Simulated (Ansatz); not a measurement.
# ZnIF (1T monolayer (Janus)): converging the G0W0 gap

How do accuracy and time trade against each other in G0W0 on ZnIF (1T monolayer (Janus))?

Program: Ansatz 0.2.0. Level of theory: G0W0 on PBE, plane waves, PAW. Results are calculated unless marked as measured.

## (1) Starting point

The cell holds 3 atoms: 1 Zn, 1 F and 1 I. Its edges and angles: a = 3.754 Å, b = 3.754 Å, c = 28.200 Å, α = 90.0°, β = 90.0°, γ = 120.0°. Vacuum lies along c.

The structure was relaxed with PBE. The runs that relaxed it are not among those shown. Spin-orbit coupling is left out unless a step names it. The default PAW set here is soft_2. Its files were made with PBE. The Coulomb interaction is cut off across the vacuum.

## (2) 75 empty bands, screening to 21 eV

G0W0 replaces the xc potential by the self-energy, built once from these orbitals. Only a window of levels is corrected, while the sums run over the empty bands that the input names.

input.yaml

```yaml
crystal:
  lattice:
    - [3.7535973276, 0.0, 0.0]
    - [-1.8767986638, 3.2507106413, 0.0]
    - [0.0, 0.0, 28.2]
  atoms:
    - { symbol: Zn, position: [0.0, 0.0, 0.5154609544] }
    - { symbol: F, position: [0.3333333333, 0.6666666667, 0.5444144043] }
    - { symbol: I, position: [0.6666666667, 0.3333333333, 0.4555855957] }
  periodic: [true, true, false]
kpoints:
  mp_grid: { grid: [6, 6, 1] }
hamiltonian:
  xc: pbe
scf:
  occupations: { method: fixed }
gw:
  n_empty_bands: 75
  ecut_chi: 21.0
  qp_bands: [v2, c2]
  qp_kpoints: band_edges
  screening: { model: contour_deformation }
```

Started as:

```bash
$ ansatz run input.yaml --threads 4 --pin off --max-ram 13824MiB --backend cpu --events-out ev --progress --plain --runs-dir out
```

Numbers of over 12 decimals in the logs are rounded to 6 here.

What it wrote:

```text
Engine: ansatz 0.2.0, aarch64-unknown-linux-gnu
Pseudopotentials: kind: paw
Pseudopotential: Zn, paw, valence charge 12, recommended cutoff 420 eV (normal), Zn.paw.azcp
Pseudopotential: F, paw, valence charge 7, recommended cutoff 420 eV (normal), F.paw.azcp
Pseudopotential: I, paw, valence charge 17, recommended cutoff 420 eV (normal), I.paw.azcp
Functional definition: PBE
  parameter kappa = 0.804
  parameter beta = 0.066725
  exchange = pbe_x(kappa = kappa, mu = beta*pi^2/3)
  correlation = pbe_c(beta = beta)
Crystal: 3 atoms, lattice volume = 344.092 Å³
Basis set: ecut = 420 eV, 6779 PW (Γ)
Bands: 22, of which v1, the nominal top of the filled ones, is band 18 counted from 1 (17 counted from 0)
Symmetry: 6 space group operations
Space group: P3m1 (ITA 156), of the structure as read, at distance tolerance 7.0e-5 Å
k-points: 7 of 36 (time reversal used)
Non-local potential: Zn, projectors of the file, l = 0: 2, l = 1: 2, l = 2: 3, l = 3: 1
Non-local potential: F, projectors of the file, l = 0: 2, l = 1: 2, l = 2: 1
Non-local potential: I, projectors of the file, l = 0: 2, l = 1: 2, l = 2: 2, l = 3: 2
PAW form: soft (Blöchl's): semilocal exchange-correlation on the pseudo side does not see the compensation charge
PAW one-centre angular grid: Zn, 590 points (default); XC on 64 Gauss nodes
PAW one-centre angular grid: F, 110 points (default); XC on 64 Gauss nodes
PAW one-centre angular grid: I, 590 points (default); XC on 64 Gauss nodes
Initial density: superposition of atomic densities (neutral atoms: chi_scale 0, normalization atom), corrected by the library's trained network
Initial wavefunctions: pseudopotential atomic-orbital guess
Functional: x = pbe(κ = 0.804, μ = 0.219515), c = pbe(β = 0.066725)
SCF iter   1: F=—  HF=-11640.793864 eV  |F-HF|=—  |Δ(HF+E_count)|=         —  Δρ=1.40e-3  dr2=1.75e-2  ethr=1.77e-3  ⟨swp⟩=8.7  Hψ=859  notcnv=0  defer=13
preconditioner: auto → none  [insulator: Δε(μ)=1.389 eV  Ē_g=10.428 eV  n_scr=16 (ndim 8)  ℏωp=9.8 eV  f_vac=0.791  ε∞_Penn≈1.9]
SCF iter   2: F=—  HF=-11640.795034 eV  |F-HF|=—  |Δ(HF+E_count)|=   1.17e-3  Δρ=1.20e-3  dr2=2.60e-2  ethr=4.86e-5  ⟨swp⟩=5.3  Hψ=480  notcnv=0  defer=14
SCF iter   3: F=—  HF=-11640.791932 eV  |F-HF|=—  |Δ(HF+E_count)|=   3.10e-3  Δρ=7.28e-4  dr2=6.17e-3  ethr=4.86e-5  ⟨swp⟩=6.0  Hψ=365  notcnv=0  defer=14
SCF iter   4: F=—  HF=-11640.791318 eV  |F-HF|=—  |Δ(HF+E_count)|=   6.13e-4  Δρ=2.12e-4  dr2=4.73e-4  ethr=1.71e-5  ⟨swp⟩=4.0  Hψ=288  notcnv=0  defer=14
SCF iter   5: F=—  HF=-11640.791509 eV  |F-HF|=—  |Δ(HF+E_count)|=   1.90e-4  Δρ=9.56e-5  dr2=2.46e-5  ethr=1.31e-6  ⟨swp⟩=3.7  Hψ=347  notcnv=0  defer=14
SCF iter   6: F=—  HF=-11640.791553 eV  |F-HF|=—  |Δ(HF+E_count)|=   4.46e-5  Δρ=2.99e-5  dr2=2.06e-6  ethr=6.83e-8  ⟨swp⟩=2.9  Hψ=280  notcnv=0  defer=14
SCF iter   7: F=—  HF=-11640.791562 eV  |F-HF|=—  |Δ(HF+E_count)|=   8.30e-6  Δρ=1.43e-5  dr2=4.83e-7  ethr=5.72e-9  ⟨swp⟩=2.9  Hψ=332  notcnv=0  defer=14
SCF iter   8: F=-11640.791563 eV  HF=-11640.791563 eV  |F-HF|=2.26e-8  |Δ(HF+E_count)|=   8.80e-7  Δρ=4.42e-6  dr2=5.41e-8  ethr=2.78e-10  ⟨swp⟩=16.7  Hψ=1143  notcnv=0
SCF 1 converged in 8 iterations: F = -11640.791563 eV  dr2 = 5.41e-8
  greatest PAW one-centre occupation: 0.999 electrons in one spin orbital (limit 2), on the I atom at site 2 (counted from 0), in its partial waves of l = 2
NSCF: frozen V_eff on 7 k-points
G₀W₀ screening: q 1/7
[... further progress lines ...]
SCF converged after 8 iterations
Free energy (F): -11640.791563 eV
Harris-Foulkes:  -11640.791563 eV  (|F-HF|=2.26e-8)
Internal energy: -11640.791563 eV  (E = F + TS)
E sigma→0 (E₀):  -11640.791563 eV
Fermi energy:    -5.464160 eV
--- Per-component energies (eV) ---
  E_band       = -816.351817
  E_kinetic    = 524.255214
  E_local      = -59295.623147  (includes V_loc(G=0)·N_el)
  E_nonlocal   = 602.334965
  E_hartree    = 29260.758710
  E_xc         = -342.746154
  E_vxc        = -279.827027  (∫ρ·V_xc dr)
  E_paw        = -6850.011767  (= ΣΔE_a)
  E_vpaw       = -889.011691  (= ΣTr[D̂ρ^β])
  E_aug_tail   = 0.001733  (compensation charges beyond the density's cutoff)
  E_ewald      = 24460.238883
  E_smearing   = -0.000000  (= −TS)
  E_closure    = -0.000000  (closes the sum)
  Σ components = -11640.791563   (vs F -11640.791563, Δ=0.00e0)
--- Band table (eV; the first three rows and the last of 7) ---
  k-point 0: bands = [... 14 lower, -9.0310, -8.2418, -5.4642, -5.4642, -4.0506, -0.8301 (-0.8313°), -0.3092, 0.2504]
  k-point 1: bands = [... 14 lower, -9.1423, -8.0589, -6.8888, -5.7593, -3.5326, -0.4587 (-0.4599°), -0.2009, 0.5753]
  k-point 2: bands = [... 14 lower, -9.3866, -8.4666, -7.5609, -6.2288, -3.1608, -0.8731, 0.3631, 1.2455]
  k-point 6: bands = [... 14 lower, -9.4690, -8.9773, -7.9891, -6.9617, -2.8352, 0.0995, 1.1785, 1.5636]
  ° read free of the cell's end (the report's vacuum.weakly_bound_levels)
--- G₀W₀: contour deformation, 6 samples at zero and on the imaginary axis and 3 off it, 36 q-points, 75 empty bands' worth ---
  eigenvalues of the whole cell's RPA ε∞ on this k-mesh (on a slab, of 1 + 4πα/V) = 1.1297, 1.8963, 1.8963; static W/v taken at q = 0 is 0.684975
  gw.qp_kpoints: band_edges: 6 of 7 stored k-points solved, in 1 pass; an edge of the gap read off the rows below is read off those points alone
    valence top: of the k-points left out ik 4 came nearest to being solved in a further pass, in band 18 (counted from 1, as in the quasiparticle table): it holds the edge there only if its correction is more favourable than any solved in that band by at least 1.089 eV; those differ by 0.562 eV
    conduction bottom: of the k-points left out ik 4 came nearest to being solved in a further pass, in band 19 (counted from 1, as in the quasiparticle table): it holds the edge there only if its correction is more favourable than any solved in that band by at least 1.024 eV; those differ by 0.456 eV
  `?` marks the rows in doubt; gw_qp.tsv's column doubts and the gw_qp event give each row's grounds
    ik  band        ε_KS         Σx   Σc(E_QP)       V_xc       Z   E_QP_lin       E_QP  E_QP is
     0    17     -5.4642   -19.2140     2.0700   -16.6549  0.7823    -5.9618    -5.9532  root
     0    18     -5.4642   -19.2140     2.0700   -16.6549  0.7823    -5.9618    -5.9532  root
     0    19     -4.0506    -7.3420    -2.7563   -11.3789  0.8061    -2.6207    -2.7700  root ?
     0    20     -0.8301    -2.9265    -1.7791    -5.3442  0.8574    -0.1781    -0.1915  root
     1    17     -6.8888   -19.3964     2.4310   -16.2073  0.7530    -7.6766    -7.6468  root
     1    18     -5.7593   -19.3105     2.1561   -16.5911  0.7779    -6.3351    -6.3226  root
     1    19     -3.5326    -8.3416    -2.5225   -12.4621  0.7979    -2.0546    -1.9345  root ?
     1    20     -0.4587    -2.7802    -1.7921    -5.2228  0.8528     0.2065     0.1917  root
     2    17     -7.5609   -21.3687     3.0044   -17.2182  0.7519    -8.8186    -8.7069  root ?
     2    18     -6.2288   -19.8035     2.3504   -16.7557  0.7703    -6.9488    -6.9262  root
     2    19     -3.1608   -10.2638    -2.6757   -14.6563  0.7864    -1.5016    -1.4441  root
     2    20     -0.8731    -5.5156    -2.8477    -9.4697  0.8027     0.3134     0.2334  root ?
     3    17     -7.2257   -20.8443     2.7018   -17.1034  0.7612    -8.3364    -8.2647  root ?
     3    18     -6.4210   -20.1412     2.4480   -16.9329  0.7671    -7.2098    -7.1813  root
     3    19     -3.5350   -10.0669    -2.5245   -14.2695  0.7910    -1.9426    -1.8569  root
     3    20     -0.3697    -6.4931    -3.0936   -10.7733  0.7949     0.9271     0.8170  root ?
     5    17     -7.3131   -20.5790     2.8054   -16.8075  0.7470    -8.3447    -8.2792  root
     5    18     -7.1265   -21.1468     2.7402   -17.3735  0.7579    -8.2336    -8.1596  root ?
     5    19     -3.0461   -10.5015    -2.7008   -14.9307  0.7837    -1.3713    -1.3176  root
     5    20      0.1230    -5.7355    -3.0189    -9.8689  0.7855     1.3048     1.2376  root ?
     6    17     -7.9891   -23.4065     3.5649   -18.2350  0.7152    -9.4787    -9.5957  root ?
     6    18     -6.9617   -21.6652     2.6596   -17.9542  0.7668    -8.0853    -8.0131  root ?
     6    19     -2.8352   -10.8703    -2.8269   -15.4337  0.7789    -1.1261    -1.0987  root
     6    20      0.0995    -6.4102    -3.1204   -10.7370  0.7786     1.3787     1.3060  root ?
```

The job ended after 20 s (4 threads of Arm Neoverse V1, shared host; peak memory 0.93 GiB).

The column dr2 measures how far the density is from self-consistency, as an energy; F and HF (Harris–Foulkes) agree once it is small.

Numbers from this step:

| Property | Result |
| --- | --- |
| bands summed | 93 |
| plane waves in the screening matrix | 87 |
| q-points in the mesh | 36 |
| G0W0 gap on the mesh | 3.183 eV |
| k of the valence top | 0, 0, 0 |
| k of the conduction bottom | 0, 0, 0 |
| starting gap on the mesh | 1.414 eV |
| Z at the valence top | 0.7823 |
| Z at the conduction bottom | 0.8061 |
| least direct G0W0 gap on the computed points | 3.183 eV |

The gap on the mesh goes from 1.41 eV to 3.18 eV, a correction of +1.77 eV. The program marks an edge row as in doubt. Between the two edge states, bare exchange in place of the xc potential would open the gap by 6.60 eV, and correlation takes back 4.83 eV.

## (3) 212 empty bands, screening to 42 eV

Another rung: the empty bands reach about as high as the screening cutoff, so the two stay in balance.

Changes to input.yaml since step 2:

```diff
@@ -17,4 +17,4 @@
 gw:
-  n_empty_bands: 75
-  ecut_chi: 21.0
+  n_empty_bands: 212
+  ecut_chi: 42.0
   qp_bands: [v2, c2]
```

What it wrote:

```text
[...]
Crystal: 3 atoms, lattice volume = 344.092 Å³
Basis set: ecut = 420 eV, 6779 PW (Γ)
Bands: 22, of which v1, the nominal top of the filled ones, is band 18 counted from 1 (17 counted from 0)
Symmetry: 6 space group operations
[...]
k-points: 7 of 36 (time reversal used)
[...]
SCF iter   1: F=—  HF=-11640.793864 eV  |F-HF|=—  |Δ(HF+E_count)|=         —  Δρ=1.40e-3  dr2=1.75e-2  ethr=1.77e-3  ⟨swp⟩=8.7  Hψ=859  notcnv=0  defer=13
[...]
SCF iter   8: F=-11640.791563 eV  HF=-11640.791563 eV  |F-HF|=2.26e-8  |Δ(HF+E_count)|=   8.80e-7  Δρ=4.42e-6  dr2=5.41e-8  ethr=2.78e-10  ⟨swp⟩=16.7  Hψ=1143  notcnv=0
SCF 1 converged in 8 iterations: F = -11640.791563 eV  dr2 = 5.41e-8
[...]
NSCF: frozen V_eff on 7 k-points
G₀W₀ screening: q 1/7
[... further progress lines ...]
SCF converged after 8 iterations
Free energy (F): -11640.791563 eV
[...]
Internal energy: -11640.791563 eV  (E = F + TS)
E sigma→0 (E₀):  -11640.791563 eV
Fermi energy:    -5.464160 eV
[...]
--- Band table (eV; the first three rows and the last of 7) ---
  k-point 0: bands = [... 14 lower, -9.0310, -8.2418, -5.4642, -5.4642, -4.0506, -0.8301 (-0.8313°), -0.3092, 0.2504]
  k-point 1: bands = [... 14 lower, -9.1423, -8.0589, -6.8888, -5.7593, -3.5326, -0.4587 (-0.4599°), -0.2009, 0.5753]
  k-point 2: bands = [... 14 lower, -9.3866, -8.4666, -7.5609, -6.2288, -3.1608, -0.8731, 0.3631, 1.2455]
  k-point 6: bands = [... 14 lower, -9.4690, -8.9773, -7.9891, -6.9617, -2.8352, 0.0995, 1.1785, 1.5636]
[...]
0    20     -0.8301    -2.9265    -1.8743    -5.3442  0.8563    -0.2776    -0.2867  root
     1    17     -6.8888   -19.3964     2.2934   -16.2073  0.7466    -7.8268    -7.7844  root
     1    18     -5.7593   -19.3105     1.9496   -16.5911  0.7700    -6.5554    -6.5291  root
     1    19     -3.5326    -8.3416    -2.9774   -12.4621  0.7934    -2.3012    -2.3895  root ?
     1    20     -0.4587    -2.7802    -1.9031    -5.2228  0.8524     0.0906     0.0807  root
     2    17     -7.5609   -21.3687     3.0782   -17.2182  0.7391    -8.7148    -8.6332  root ?
     2    18     -6.2288   -19.8035     2.1956   -16.7557  0.7621    -7.1187    -7.0810  root
     2    19     -3.1608   -10.2638    -3.1391   -14.6563  0.7791    -1.7561    -1.9075  root ?
     2    20     -0.8731    -5.5156    -3.0571    -9.4697  0.8001     0.0622     0.0240  root
     3    17     -7.2257   -20.8443     2.7086   -17.1034  0.7496    -8.3251    -8.2579  root ?
     3    18     -6.4210   -20.1412     2.3187   -16.9329  0.7585    -7.3532    -7.3105  root
     3    19     -3.5350   -10.0669    -2.9802   -14.2695  0.7833    -2.1877    -2.3126  root ?
     3    20     -0.3697    -6.4931    -3.3281   -10.7733  0.7914     0.6275     0.5825  root
     5    17     -7.3131   -20.5790     2.7869   -16.8075  0.7368    -8.3660    -8.2976  root ?
     5    18     -7.1265   -21.1468     2.7416   -17.3735  0.7473    -8.2301    -8.1582  root ?
     5    19     -3.0461   -10.5015    -2.8622   -14.9307  0.7758    -1.6100    -1.4790  root ?
     5    20      0.1230    -5.7355    -3.1930    -9.8689  0.7837     1.1024     1.0634  root
     6    17     -7.9891   -23.4065     4.0077   -18.2350  0.6992    -9.2477    -9.1528  root ?
     6    18     -6.9617   -21.6652     2.6731   -17.9542  0.7552    -8.0666    -7.9995  root ?
     6    19     -2.8352   -10.8703    -2.9677   -15.4337  0.7703    -1.3405    -1.2395  root ?
     6    20      0.0995    -6.4102    -3.3357   -10.7370  0.7768     1.1184     1.0906  root
```

Wall time 63 s (4 threads); peak memory 2 GiB; 4 min of CPU time.

Numbers from this step:

```yaml
bands_summed: 230
plane_waves_in_the_screening_matrix: 179
q_points_in_the_mesh: 36
g0w0_gap_on_the_mesh: 3.228 eV
k_of_the_valence_top: 0, 0, 0
k_of_the_conduction_bottom: 0, 0, 0
starting_gap_on_the_mesh: 1.414 eV
z_at_the_valence_top: 0.7744
z_at_the_conduction_bottom: 0.8029
least_direct_g0w0_gap_on_the_computed_points: 3.228 eV
```

Against the run with 6×6×1 mesh, 75 empty bands, screening to 21 eV, the gap moves by +0.04 eV.

## (4) 457 empty bands, screening to 70 eV

Changes to input.yaml since step 3:

```diff
@@ -16,5 +16,6 @@
   occupations: { method: fixed }
+  convergence: { dr2_threshold: 1.0e-10 }
 gw:
-  n_empty_bands: 212
-  ecut_chi: 42.0
+  n_empty_bands: 457
+  ecut_chi: 70.0
   qp_bands: [v2, c2]
```

What it wrote:

```text
[...]
Crystal: 3 atoms, lattice volume = 344.092 Å³
Basis set: ecut = 420 eV, 6779 PW (Γ)
Bands: 22, of which v1, the nominal top of the filled ones, is band 18 counted from 1 (17 counted from 0)
Symmetry: 6 space group operations
[...]
k-points: 7 of 36 (time reversal used)
[...]
5    20      0.1229    -5.7354    -3.2951    -9.8688  0.7826     0.9864     0.9612  root
     6    17     -7.9892   -23.4067     4.0151   -18.2352  0.6967    -9.2431    -9.1456  root ?
     6    18     -6.9618   -21.6654     2.5911   -17.9544  0.7495    -8.1690    -8.0817  root ?
     6    19     -2.8353   -10.8704    -3.3709   -15.4338  0.7664    -1.5282    -1.6428  root ?
     6    20      0.0994    -6.4101    -3.4718   -10.7370  0.7802     0.9761     0.9545  root
[key lines of the parts left out:]
SCF converged after 11 iterations
Free energy (F): -11640.791563 eV
Fermi energy:    -5.464269 eV
```

Elapsed: 5 min, on 4 threads; peak memory 4.7 GiB; 20 min of CPU time.

Numbers from this step:

```
bands summed                                 : 475
plane waves in the screening matrix          : 501
G0W0 gap on the mesh                         : 3.324 eV
k of the valence top                         : 0, 0, 0
k of the conduction bottom                   : 0, 0, 0
starting gap on the mesh                     : 1.414 eV
least direct G0W0 gap on the computed points : 3.324 eV
```

Against the run with 6×6×1 mesh, 212 empty bands, screening to 42 eV, the gap moves by +0.10 eV.

## (5) 840 empty bands, screening to 105 eV

Changes to input.yaml since step 4:

```diff
@@ -16,6 +16,5 @@
   occupations: { method: fixed }
-  convergence: { dr2_threshold: 1.0e-10 }
 gw:
-  n_empty_bands: 457
-  ecut_chi: 70.0
+  n_empty_bands: 840
+  ecut_chi: 105.0
   qp_bands: [v2, c2]
```

What it wrote:

```text
[...]
Crystal: 3 atoms, lattice volume = 344.092 Å³
Basis set: ecut = 420 eV, 6779 PW (Γ)
Bands: 22, of which v1, the nominal top of the filled ones, is band 18 counted from 1 (17 counted from 0)
Symmetry: 6 space group operations
[...]
k-points: 7 of 36 (time reversal used)
[...]
5    20      0.1230    -5.7355    -3.3687    -9.8689  0.7827     0.9079     0.8878  root
     6    17     -7.9891   -23.4065     3.9656   -18.2350  0.6948    -9.3130    -9.1949  root ?
     6    18     -6.9617   -21.6652     2.5035   -17.9542  0.7470    -8.2925    -8.1691  root ?
     6    19     -2.8352   -10.8703    -3.4848   -15.4337  0.7648    -1.6838    -1.7566  root ?
     6    20      0.0995    -6.4102    -3.5525   -10.7370  0.7788     0.8889     0.8738  root
[key lines of the parts left out:]
SCF converged after 8 iterations
Free energy (F): -11640.791563 eV
Fermi energy:    -5.464160 eV
```

The job ended after 20 min (4 threads; peak memory 9.8 GiB).

This step gave:

* bands summed: 858
* plane waves in the screening matrix: 845
* G0W0 gap on the mesh: 3.383 eV
* k of the valence top: 0, 0, 0
* k of the conduction bottom: 0, 0, 0
* starting gap on the mesh: 1.414 eV
* least direct G0W0 gap on the computed points: 3.383 eV

Against the run with 6×6×1 mesh, 457 empty bands, screening to 70 eV, the gap moves by +0.06 eV.

(Part 1 of 2 ends here.)

[Paths, hosts, dates, memory and timing lines, banners, echoed tables and standing remarks are left out of the program output.]

[Logs are printed without paths, hosts, clocks, repeated set-up lines and the standing remarks that a program may print on its own settings, such as how far it seeks lower states.]

[Runs of the session that timed out or met a known fault of the program may be left out.]

[Cells called generated may have been cut or substituted from an entry of the Crystallography Open Database or the Materials Project.]

[Hosts, paths, dates, database ids (printed as entryN), source tags and the programs' standing remarks are cut or masked in the printed files.]
